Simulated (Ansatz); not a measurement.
# A point defect in MoS2

Computed with DFT PBE, scalar-relativistic, plane waves, PAW in Ansatz 0.2.0. Settings: 420 eV cutoff, 2×2×2 k-mesh, shifted by half a step, Gaussian smearing of 0.01 eV, collinear spin in charge -1 alone.

Host crystal, relaxed:

```cif
data_structure
_symmetry_space_group_name_H-M 'P 1'
_symmetry_Int_Tables_number 1
_cell_length_a 7.6623
_cell_length_b 7.6623
_cell_length_c 7.6623
_cell_angle_alpha 23.993
_cell_angle_beta 23.993
_cell_angle_gamma 23.993
_cell_volume 65.35
loop_
_atom_site_label
_atom_site_type_symbol
_atom_site_fract_x
_atom_site_fract_y
_atom_site_fract_z
_atom_site_occupancy
Mo1 Mo 0.99978 0.99978 0.99978 1
S1 S 0.40313 0.40313 0.40313 1
S2 S 0.26309 0.26309 0.26309 1
```

Supercell of 39 atoms, rows in host cell vectors: -2 -1 2; -1 2 -2; 2 -2 -1. Atoms relax at the host's cell from a start displaced at random by 0.06 Å near the defect, so other minima may exist. The cell is small, so energies carry finite-size errors of tenths of an eV. The host's Kohn–Sham gap is 1.45 eV. Atoms are taken from and returned to the elements' standard states. Charged cells are corrected for image charges with the computed static dielectric tensor (mean 9.7) and aligned with the host's potential at far atoms (alignment terms reach 1.08 eV). No band-filling term is added, and the Fermi level counts from the host's valence band top.

The defect is an interstitial at (0.500, 0.531, 0.531) of the host cell.

```tsv
charge	E_f at the valence band top (eV)	over the neutral state (eV)	moment (μB)	largest move (Å)	atoms near the site
0	1.32	0.00	0.00	0.81	1 S at 1.94 Å
-1	2.98	1.66	1.00	0.72	1 S at 1.98 Å, 2 S at 3.05 Å, 1 S at 3.06 Å
-2	4.74	3.42	0.00	0.64	1 S at 2.00 Å, 3 S at 3.00 Å
```

Among the charges computed the stable one is 0 at the valence band top and stays so across the gap. In charge -1, -2 the extra carrier would gain by moving to a band edge of the host, so it isn't bound in the gap, though by less than the errors named above. Other sites of the defect weren't tried.

Q: Which element is it? Judge by the nearest distance in charge 0 and covalent radii.
A. Se
B. Rh
C. Sb
D. S
E. Mn

A: D. The nearest neighbour is S at 1.94 Å, and the summed covalent radii with S are 2.44 Å for Mn, 2.47 Å for Rh, 2.10 Å for S, 2.44 Å for Sb, 2.25 Å for Se, so S fits best. Bonds can miss such sums by a tenth of an ångström or more.